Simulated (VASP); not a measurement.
# BN (P6_3/mmc) in VASP: further runs

One crystal, BN, is run at these levels: PBEsol; tasks: relaxation of cell and atoms, relaxation of shape and atoms at fixed volume.

Program: VASP 6.6.1. These are calculated values, not measurements. Logs are shortened: lines on timing, memory, paths and dates and some standing lists are left out, and cuts for length are marked.

## (1) The crystal as given

The structure is hexagonal, space group P6_3/mmc (No. 194). The conventional cell has a = 2.505 Å, b = 2.505 Å, c = 6.871 Å, α = 90.00°, β = 90.00°, γ = 120.00°. Around B (site symmetry -6m2) lie 3 N at 1.45 Å. Around N (site symmetry -6m2) lie 3 B at 1.45 Å.

## (2) Relaxation of cell and atoms, PBEsol

Input file INCAR:

```
SYSTEM = BN
PREC = Accurate
ENCUT = 600
EDIFF = 1E-7
ISMEAR = 0
SIGMA = 0.03
LREAL = .FALSE.
LASPH = .TRUE.
NELM = 80
ALGO = Normal
ISIF = 3
LWAVE = .FALSE.
LCHARG = .FALSE.
GGA = PS
IBRION = 2
NSW = 90
EDIFFG = -0.005
```

Input file KPOINTS:

```
Automatic mesh
0
G
  12 12 4
  0 0 0
```

Input file POSCAR:

```
BN                                      
1.0
    2.5049462937     -0.0000000000     -0.0000000000
   -1.2524731469      2.1693471255     -0.0000000000
    0.0000000000      0.0000000000      6.8710655874
  B               N             
     2     2
Direct
     0.3333333332999970    0.6666666667000030    0.2500000000000000
     0.6666666667000030    0.3333333332999970    0.7500000000000000
     0.3333333332999970    0.6666666667000030    0.7500000000000000
     0.6666666667000030    0.3333333332999970    0.2500000000000000
```

Potentials or basis: VASP PAW PBE potentials, release 64 (B, N).

Launch:

```
$ cat potpaw_PBE.64/B/POTCAR potpaw_PBE.64/N/POTCAR > POTCAR
$ mpirun -np 1 vasp_std > vasp.out
```

OUTCAR:

```text
SYSTEM = BN
   PREC = Accurate
   ENCUT = 600
   EDIFF = 1E-7
   ISMEAR = 0
   LREAL = .FALSE.
   LASPH = .TRUE.
   NELM = 80
   ISIF = 3
   GGA = PS
   IBRION = 2
   NSW = 90
   EDIFFG = -0.005

 ion  position               nearest neighbor table
   1  0.333  0.667  0.250-   4 1.45   4 1.45   4 1.45
   2  0.667  0.333  0.750-   3 1.45   3 1.45   3 1.45
   3  0.333  0.667  0.750-   2 1.45   2 1.45   2 1.45
   4  0.667  0.333  0.250-   1 1.45   1 1.45   1 1.45

  LATTYP: Found a hexagonal cell.
 ALAT       =     2.5049462937
 C/A-ratio  =     2.7429991632

  Lattice vectors:

 A1 = (   2.5049462937,   0.0000000000,   0.0000000000)
 A2 = (  -1.2524731469,   2.1693471255,   0.0000000000)
 A3 = (   0.0000000000,   0.0000000000,   6.8710655874)

Analysis of symmetry for initial positions (statically):
=====================================================================
 Subroutine PRICEL returns:
 Original cell was already a primitive cell.

 Routine SETGRP: Setting up the symmetry group for a
 hexagonal supercell.

 Subroutine GETGRP returns: Found 24 space group operations
 (whereof 12 operations were pure point group operations)
 out of a pool of 24 trial point group operations.

The static configuration has the point symmetry D_3d.
 The point group associated with its full space group is D_6h.

Analysis of symmetry for dynamics (positions and initial velocities):
=====================================================================
 Subroutine PRICEL returns:
 Original cell was already a primitive cell.

 Routine SETGRP: Setting up the symmetry group for a
 hexagonal supercell.

 Subroutine GETGRP returns: Found 24 space group operations
 (whereof 12 operations were pure point group operations)
 out of a pool of 24 trial point group operations.

The dynamic configuration has the point symmetry D_3d.
 The point group associated with its full space group is D_6h.

 Subroutine INISYM returns: Found 24 space group operations
 (whereof 12 operations are pure point group operations),
 and found     1 'primitive' translations

----------------------------------------------------------------------------------------

                                     Primitive cell

  volume of cell :      37.3380

  direct lattice vectors                    reciprocal lattice vectors
     2.504946294  0.000000000  0.000000000     0.399210156  0.230484091  0.000000000
    -1.252473147  2.169347125  0.000000000     0.000000000  0.460968182  0.000000000
     0.000000000  0.000000000  6.871065587     0.000000000  0.000000000  0.145537834

  length of vectors
     2.504946294  2.504946294  6.871065587     0.460968182  0.460968182  0.145537834

  position of ions in fractional coordinates (direct lattice)
     0.333333333  0.666666667  0.250000000
     0.666666667  0.333333333  0.750000000
     0.333333333  0.666666667  0.750000000
     0.666666667  0.333333333  0.250000000

  ion indices of the primitive-cell ions
   primitive index   ion index
                 1           1
                 2           2
                 3           3
                 4           4

----------------------------------------------------------------------------------------

 KPOINTS: Automatic mesh

Automatic generation of k-mesh.
 Grid dimensions read from file:
 generate k-points for:   12   12    4

 Generating k-lattice:

  Cartesian coordinates                     Fractional coordinates (reciprocal lattice)
     0.033267513  0.019207008  0.000000000     0.083333333  0.000000000  0.000000000
     0.000000000  0.038414015  0.000000000     0.000000000  0.083333333  0.000000000
     0.000000000  0.000000000  0.036384458     0.000000000  0.000000000  0.250000000

  Length of vectors
     0.038414015  0.038414015  0.036384458

  Shift w.r.t. Gamma in fractional coordinates (k-lattice)
     0.000000000  0.000000000  0.000000000

 Subroutine IBZKPT returns following result:
 ===========================================

 Found     57 irreducible k-points:

 Following reciprocal coordinates:
            Coordinates               Weight
  0.000000  0.000000  0.000000      1.000000
  0.083333  0.000000  0.000000      6.000000
  0.166667  0.000000  0.000000      6.000000
  0.250000  0.000000  0.000000      6.000000
  0.333333  0.000000  0.000000      6.000000
  0.416667  0.000000  0.000000      6.000000
[... 16 lines left out ...]
  0.250000  0.000000  0.250000     12.000000
  0.333333  0.000000  0.250000     12.000000
 [... further k-points ...]
   k-points           NKPTS =     57   k-points in BZ     NKDIM =     57   number of bands    NBANDS=     12
   number of dos      NEDOS =    301   number of ions     NIONS =      4
   total plane-waves  NPLWV =  22400
   dimension x,y,z NGX =    20 NGY =   20 NGZ =   56
   dimension x,y,z NGXF=    40 NGYF=   40 NGZF=  112
   ions per type =               2   2
   NGX,Y,Z   is equivalent  to a cutoff of  13.27, 13.27, 13.55 a.u.
   NGXF,Y,Z  is equivalent  to a cutoff of  26.55, 26.55, 27.10 a.u.
 SYSTEM =  BN
   PREC   = accura    normal or accurate (medium, high low for compatibility)
   ISTART =      0    job   : 0-new  1-cont  2-samecut
   ICHARG =      2    charge: 1-file 2-atom 10-const
   ISPIN  =      1    spin polarized calculation?
   LNONCOLLINEAR =      F non collinear calculations
   LSORBIT =      F    spin-orbit coupling
   LASPH  =      T    aspherical Exc in radial PAW
   ENCUT  =  600.0 eV  44.10 Ry    6.64 a.u.   5.00  5.00 13.72*2*pi/ulx,y,z
   NELM   =     80;   NELMIN=  2; NELMDL= -5     # of ELM steps
   EDIFF  = 0.1E-06   stopping-criterion for ELM
   LREAL  =      F    real-space projection
   EDIFFG = -.5E-02   stopping-criterion for IOM
   NSW    =     90    number of steps for IOM
   IBRION =      2    ionic relax: 0-MD 1-quasi-New 2-CG
   NFREE  =      1    steps in history (QN), initial steepest desc. (CG)
   ISIF   =      3    stress and relaxation
   ISYM   =      2    0-nonsym 1-usesym 2-fastsym
   POTIM  = 0.5000    time-step for ionic-motion
   TEBEG  =    0.0;   TEEND  =   0.0 temperature during run
   PSTRESS=    0.0 pullay stress
   NELECT =      16.0000    total number of electrons
   NUPDOWN=      -1.0000    fix difference up-down
   EMIN   =  10.00;   EMAX   =-10.00  energy-range for DOS
   EFERMI =   0.00;   METHOD = LEGACY
   ISMEAR =     0;   SIGMA  =   0.03  broadening in eV -4-tet -1-fermi 0-gaus
   EFERMI_NEDOS =   21; number of points for ismear=-14 and -15
   IALGO  =     38    algorithm
   IMIX   =      4    mixing-type and parameters
     AMIX     =   0.40;   BMIX     =  1.00
     AMIX_MAG =   1.60;   BMIX_MAG =  1.00
  volume/ion in A,a.u.               =       9.33        62.99
  Fermi-wavevector in a.u.,A,eV,Ry     =   1.234234  2.332365 20.726224  1.523334
  Thomas-Fermi vector in A             =   2.368933
   LORBIT       =      0    0 simple, 1 ext, 2 COOP (PROOUT), +10 PAW based schemes
   GGA     = PS    functional components
   LHFCALC =     F    Hartree Fock is set to
   AEXX    =    0.0000 exact exchange contribution
   IVDW    =     0    specifies the selected vdW correction
   LEPSILON=     F    determine dielectric tensor
   LRPA    =     F    only Hartree local field effects (RPA)
 conjugate gradient relaxation of ions
 non-spin polarized calculation
 Gauss-broadening in eV      SIGMA  =   0.03
  energy-cutoff  :      600.00
  volume of cell :       37.34
 maximum number of plane-waves:      1272
 NGX is ok and might be reduce to    20
   NGX =  9   NGY =  9   NGZ = 27

 number of electron      15.9999998 magnetization

 Free energy of the ion-electron system (eV)
  ---------------------------------------------------
  ext. energy  EPLUGINS =         0.00000000
  ---------------------------------------------------
  free energy    TOTEN  =       -36.57697295 eV

  energy without entropy =      -36.57697295  energy(sigma->0) =      -36.57697295

 E-fermi :   2.0811     XC(G=0): -10.0702

 val. band max:        1.9161913246   @ k =   0.3333   0.3333   0.5000
 cond. band min:       6.1378851209   @ k =   0.5000   0.0000   0.0000
 fundamental gap:      4.2216937963
 Fermi energy:         2.0810597500

 k-point     1 :       0.0000    0.0000    0.0000
  band No.  band energies     occupation
      1     -15.8057      2.00000
      2     -15.5727      2.00000
      3      -4.2253      2.00000
      4      -2.3827      2.00000
      5       0.6086      2.00000
      6       0.6086      2.00000
      7       0.6350      2.00000
      8       0.6350      2.00000
      9       6.7817      0.00000
     10      11.6828      0.00000
     11      13.4248      0.00000
     12      13.4278      0.00000

 k-point     2 :       0.0833    0.0000    0.0000
  band No.  band energies     occupation
      1     -15.6698      2.00000
      2     -15.4404      2.00000
      3      -4.0385      2.00000
      4      -2.2129      2.00000
      5       0.0496      2.00000
      6       0.0703      2.00000
      7       0.3463      2.00000
      8       0.3760      2.00000
      9       7.0279      0.00000
     10      11.6364      0.00000
     11      13.2394      0.00000
     12      13.4200      0.00000

 k-point     3 :       0.1667    0.0000    0.0000
  band No.  band energies     occupation
      1     -15.2690      2.00000
      2     -15.0511      2.00000
      3      -3.4846      2.00000
      4      -1.7132      2.00000
      5      -1.3683      2.00000
      6      -1.3431      2.00000
      7      -0.2904      2.00000
      8      -0.2545      2.00000
      9       7.6808      0.00000
     10      11.3649      0.00000
     11      12.8310      0.00000
     12      13.0245      0.00000
[... 286 lines left out ...]
 k-point    23 :       0.2500    0.0000    0.2500
  band No.  band energies     occupation
      1     -14.6017      2.00000
      2     -14.4618      2.00000
      3      -3.1738      2.00000
      4      -3.1390      2.00000
      5      -2.3676      2.00000
      6      -1.2035      2.00000
      7      -1.0203      2.00000
      8      -0.9910      2.00000
      9       9.0485      0.00000
     10      10.3609      0.00000
     11      11.3963      0.00000
     12      12.3966      0.00000

 k-point    24 :       0.3333    0.0000    0.2500
  band No.  band energies     occupation
      1     -13.7945      2.00000
      2     -13.6772      2.00000
      3      -4.9598      2.00000
      4      -4.9175      2.00000
      5      -1.6508      2.00000
      6      -1.6187      2.00000
      7      -1.2206      2.00000
      8      -0.1732      2.00000
      9       8.7169      0.00000
     10       9.1869      0.00000
     11      10.5940      0.00000
     12      12.0535      0.00000

 [... further k-points ...]

------------------------ aborting loop because EDIFF is reached ----------------------------------------

  FORCE on cell =-STRESS in cart. coord.  units (eV):
  Direction    XX          YY          ZZ          XY          YZ          ZX
  --------------------------------------------------------------------------------------
  -------------------------------------------------------------------------------------
  Total        0.0174965      0.0174965      0.0048972     -0.0000000      0.0000000      0.0000000
  in kB        0.7507775      0.7507775      0.2101409     -0.0000000      0.0000000      0.0000000
  external PRESSURE =       0.5705653 kB  Pullay stress =       0.0000000 kB

 VOLUME and BASIS-vectors are now :
 -----------------------------------------------------------------------------
  energy-cutoff  :      600.00
  volume of cell :       37.34
      direct lattice vectors                 reciprocal lattice vectors
     2.504946294  0.000000000  0.000000000     0.399210156  0.230484091  0.000000000
    -1.252473147  2.169347125  0.000000000     0.000000000  0.460968182  0.000000000
     0.000000000  0.000000000  6.871065587     0.000000000  0.000000000  0.145537834

 POSITION                                       TOTAL-FORCE (eV/Angst)
 -----------------------------------------------------------------------------------
     -0.00000      1.44623      1.71777        -0.000000      0.000000      0.000000
      1.25247      0.72312      5.15330        -0.000000      0.000000      0.000000
     -0.00000      1.44623      5.15330        -0.000000     -0.000000      0.000000
      1.25247      0.72312      1.71777         0.000000      0.000000      0.000000
 -----------------------------------------------------------------------------------
    total drift:                               -0.000000      0.000000     -0.000000

  FREE ENERGIE OF THE ION-ELECTRON SYSTEM (eV)
  ---------------------------------------------------
  free  energy   TOTEN  =       -36.5769729453 eV

  energy  without entropy=      -36.5769729453  energy(sigma->0) =      -36.57697295

 reached required accuracy - stopping structural energy minimisation
```

It took 32 s on 1 thread of Intel Xeon Platinum 8488C (Sapphire Rapids), shared host; peak memory 0.16 GiB.

Results:

| Item | Value |
| --- | --- |
| Free energy | -36.5770 eV |
| Pressure after relaxing | 0.1 GPa |
| Band gap on the k mesh | 4.22 eV, indirect (least direct gap 4.59 eV) |

Final structure:
```yaml
crystal:
  lattice:
    - [2.50495, 0.00000, 0.00000]
    - [-1.25247, 2.16935, 0.00000]
    - [0.00000, 0.00000, 6.87107]
  atoms:
    - { symbol: B, position: [0.33333, 0.66667, 0.25000] }
    - { symbol: B, position: [0.66667, 0.33333, 0.75000] }
    - { symbol: N, position: [0.33333, 0.66667, 0.75000] }
    - { symbol: N, position: [0.66667, 0.33333, 0.25000] }
```

Levels at points of the mesh, in eV from the valence-band top:
```
           k point  band 4  band 5  band 6  band 7  band 8  band 9  band 10  band 11  band 12
(0.00, 0.00, 0.00)   -4.30   -1.31   -1.31   -1.28   -1.28    4.87     9.77    11.51    11.51
(0.50, 0.00, 0.00)   -8.86   -4.13   -4.08   -1.36   -0.51    4.22     5.45     9.41     9.90
(0.00, 0.00, 0.50)   -5.32   -1.29   -1.29   -1.29   -1.29    7.08     7.08    11.56    11.56
(0.50, 0.00, 0.50)   -8.89   -4.11   -4.11   -0.92   -0.92    4.66     4.66     9.82     9.82
```

Caveat: the relaxation stopped at its first step, so nothing moved; the PAW data sets were made with another functional, which shifts forces and pressure a little; this functional lacks dispersion, which binds the layers, so the pressure and a relaxed spacing across them are unreliable.

[end of part 1 of 2]
